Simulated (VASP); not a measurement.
Runs of VASP 6.6.1 on CdSe. All rows change the cell; the cell of one of them follows. The structure is tetragonal, space group I4/mmm (No. 139). The conventional cell has a = 4.064 Å, b = 4.064 Å, c = 5.575 Å, α = 90.00°, β = 90.00°, γ = 90.00°. Cd (site symmetry 4/mmm) has 6 Se at 2.79 to 2.87 Å as nearest neighbours. Se (site symmetry 4/mmm) is surrounded by 6 Cd at 2.79 to 2.87 Å. Measurements of this composition are mostly on another form, of space group No. 186.

```csv
cell,gap on the mesh (eV),pressure (GPa)
"strain +0.000 along x and y, -0.030 along z, atoms carried along",none,-3.9
"strain -0.030 along x and y, +0.030 along z, atoms carried along",none,(a)
"strain +0.000 along x and y, +0.030 along z, atoms carried along",none,-6.9
"strain -0.030 along x and y, -0.030 along z, atoms carried along",none,0.2
```

Alike in all rows: task single point; level LDA; potentials or basis VASP PAW LDA potentials, release 64 (Cd, Se); no spin polarisation; k mesh 14 × 14 × 14; cutoff (eV) 520; smearing gaussian 0.15 eV.

Q: Estimate the missing entries.

A: (a) -3.5.

A k mesh can miss the band edges, and the runs leave out spin-orbit coupling on Cd, Se.

A gap of «none» marks a metal or a gap under the smearing width.
